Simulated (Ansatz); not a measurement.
Relaxation path: S (simple hexagonal type)

DFT, PBE, PAW with Ansatz's default frozen-core files, scalar-relativistic (Ansatz 0.2.0); a Γ-centred 19×19×17 k mesh, Fermi–Dirac smearing of 0.08 eV, no spin polarisation. The run relaxes cell and atoms at a target pressure of 110 GPa.

Command: `ansatz run input.yaml --threads 1 --pin off --max-ram 3584MiB --backend cpu --events-out ev --progress --plain --runs-dir out` It took 17 s on 1 thread of Arm Neoverse V1 (shared host), peak memory 0.3 GiB.

PAW: frozen-core files, cutoff 420 eV; forces are relaxed below 0.005 eV/Å.

Each step lists its enthalpy F + pV a cell above the last geometry, the pressure, the cell vectors (Å), and Cartesian positions (Å) with forces (eV/Å).

The first step:

```
step 1  dH = 18.72 meV  P = 114.8 GPa
  cell 2.2906 0.0000 0.0000  -1.1453 1.9837 0.0000  0.0000 0.0000 2.1531
  S 0.0000 0.0000 0.0000   0.0000 0.0000 0.0000
```

Where does the relaxation end, and by which steps?

After 6 geometries, with conventional a, b, c = 2.339, 2.339, 2.104 Å, at 9.971 Å³/atom (+1.91 % against the start) in space group P6/mmm, with a shortest distance of 2.104 Å. The further steps:
```
step 2  dH = 10.18 meV  P = 112.5 GPa
  cell 2.3041 0.0000 0.0000  -1.1520 1.9954 0.0000  0.0000 0.0000 2.1428
  S 0.0000 0.0000 0.0000   0.0000 0.0000 0.0000
step 3  dH = 1.78 meV  P = 113.7 GPa
  cell 2.3375 0.0000 0.0000  -1.1688 2.0243 0.0000  0.0000 0.0000 2.0864
  S 0.0000 0.0000 0.0000   0.0000 0.0000 0.0000
step 4  dH = 0.13 meV  P = 108.9 GPa
  cell 2.3412 0.0000 0.0000  -1.1706 2.0276 0.0000  0.0000 0.0000 2.1071
  S 0.0000 0.0000 0.0000   0.0000 0.0000 0.0000
step 5  dH = 0.00 meV  P = 110.0 GPa
  cell 2.3395 0.0000 0.0000  -1.1697 2.0261 0.0000  0.0000 0.0000 2.1034
  S 0.0000 0.0000 0.0000   0.0000 0.0000 0.0000
step 6  dH = 0.00 meV  P = 110.0 GPa
  cell 2.3394 0.0000 0.0000  -1.1697 2.0260 0.0000  0.0000 0.0000 2.1037
  S 0.0000 0.0000 0.0000   0.0000 0.0000 0.0000
step 7  dH = -0.12 meV  P = 110.0 GPa  (same geometry on a basis chosen anew; earlier energies don't compare to the last digit)
  cell 2.3394 0.0000 0.0000  -1.1697 2.0260 0.0000  0.0000 0.0000 2.1037
  S 0.0000 0.0000 0.0000   0.0000 0.0000 0.0000
```
